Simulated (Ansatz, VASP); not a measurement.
One calculation of Pb, two programs

```
Pb
1.0
     0.00000    3.53107    3.53107
     3.53107    0.00000    3.53107
     3.53107    3.53107    0.00000
Pb
2
Direct
  0.87500 0.87500 0.87500
  0.12500 0.12500 0.12500
```

This isn't the form of Pb at room conditions, which is fcc.

Alike in both runs: task single point; functional PBE; k mesh 11 × 11 × 11; occupations fermi-dirac, width 0.1 eV; no spin polarisation.

```csv
,VASP,Ansatz
version,VASP 6.6.1,Ansatz 0.2.0
potentials or method,"VASP PAW PBE potentials, release 64 (Pb_d), cutoff 520 eV","all-electron LAPW, scalar-relativistic"
```

|  | VASP | Ansatz | Ansatz less VASP |
| --- | --- | --- | --- |
| pressure (GPa) | 0.0 | 0.0 | +0.05 |

Ansatz ran all-electron here, so the differences hold the error of VASP's frozen core and of both bases.

Spin-orbit coupling is left out, which matters for the levels of Pb.
